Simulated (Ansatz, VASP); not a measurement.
# One calculation of P, two programs

```
CELL_PARAMETERS angstrom
0.00000 1.93475 1.93475
1.93475 0.00000 1.93475
1.93475 1.93475 0.00000
ATOMIC_POSITIONS crystal
P 0.00000 0.00000 0.00000
```

Alike in both runs: functional PBE; k mesh 17 × 17 × 17; occupations fermi-dirac, width 0.05 eV; no spin polarisation.

Ansatz relaxed the structure, and its values are those at the end. VASP's run is a single point on that final structure, the one shown.

|  | VASP | Ansatz |
| --- | --- | --- |
| version | VASP 6.6.1 | Ansatz 0.2.0 |
| potentials or method | VASP PAW PBE potentials, release 64 (P) | PAW with Ansatz's default frozen-core files, scalar-relativistic |
| plane-wave cutoff (eV) | 520 | 420 |
| valence electrons in the cell | 5 | 5 |

VASP gave:

- pressure (GPa): -0.2

Q: Which values does Ansatz return?

A: Pressure (GPa): 0.0.
